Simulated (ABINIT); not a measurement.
Runs of ABINIT 10.8.3 (patched build) on CsSnI3. Symmetry: Pm-3m, No. 221, cubic system. Conventional cell: a = 6.206 Å, b = 6.206 Å, c = 6.206 Å, α = 90.00°, β = 90.00°, γ = 90.00°. Around Cs (site symmetry m-3m) lie 12 I at 4.39 Å. Around I (site symmetry 4/mmm) lie 2 Sn at 3.10 Å. Sn (site symmetry m-3m) is surrounded by 6 I at 3.10 Å. 

```csv
task,cell,k mesh,cutoff (eV),smearing,bands in the sums,broadening (eV),scissor shift (eV),tensor components,cell freedom (optcell),gap on the mesh (eV),pressure (GPa)
optical spectrum,as given,"6 × 6 × 6, shifted",952,fixed,28,0.15,0.5,[11],-,-,(a)
single point,as given,4 × 4 × 4,952,fermi-dirac 0.05 eV,-,-,-,-,-,0.28,-1.3
relaxation of cell and atoms,relaxed,4 × 4 × 4,980,fermi-dirac 0.05 eV,-,-,-,-,2,none,0.0
single point,cell relaxed,4 × 4 × 4,980,fermi-dirac 0.05 eV,-,-,-,-,-,none,0.0
```

Alike in all rows: level LDA; potentials or basis PseudoDojo NC SR LDA v0.4.1 standard; no spin polarisation.

**Question.** Fill in the values left out.

**Answer.** (a) -1.5.

Caveats: the cell was measured hot, at 500 K (some runs); spectra need much finer meshes, so this one isn't converged (some runs); the scissor shift was typed, not computed (some runs); independent-particle spectra lack excitons (some runs); spin-orbit coupling is left out, which moves the levels of the heavy elements (some runs).

A k mesh can miss the band edges, and the runs leave out spin-orbit coupling on Cs, I, Sn.

A gap of «none» marks a metal or a gap under the smearing width.

Runs at the PBE level aren't shown here.
